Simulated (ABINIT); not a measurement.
CdS (Hawleyite):

```
CELL_PARAMETERS angstrom
0.00000 2.91650 2.91650
2.91650 0.00000 2.91650
2.91650 2.91650 0.00000
ATOMIC_POSITIONS crystal
Cd 0.00000 0.00000 0.00000
S 0.75000 0.75000 0.75000
```

Base run:

```yaml
Program: ABINIT 10.8.3 (patched build)
Functional: PBE
Potentials_or_basis: JTH PAW PBE v2.0
Cutoff: 599 eV
k_mesh: 5 × 5 × 5
Occupations: fermi-dirac, width 0.05 eV
Spin: no spin polarisation
```

Its results: band gap on the k mesh 1.12 eV, direct; pressure 2.9 GPa.

After a change of settings the same cell gave: band gap on the k mesh 1.09 eV, direct; pressure 3.6 GPa. Which change was it?
A. k mesh from 5 × 5 × 5 to 3 × 3 × 3
B. functional from PBE to HCTH407; k mesh from 5 × 5 × 5 to 8 × 8 × 8
C. functional from PBE to BLYP; k mesh from 5 × 5 × 5 to 8 × 8 × 8

A.

Caveats: some runs use coarse meshes.
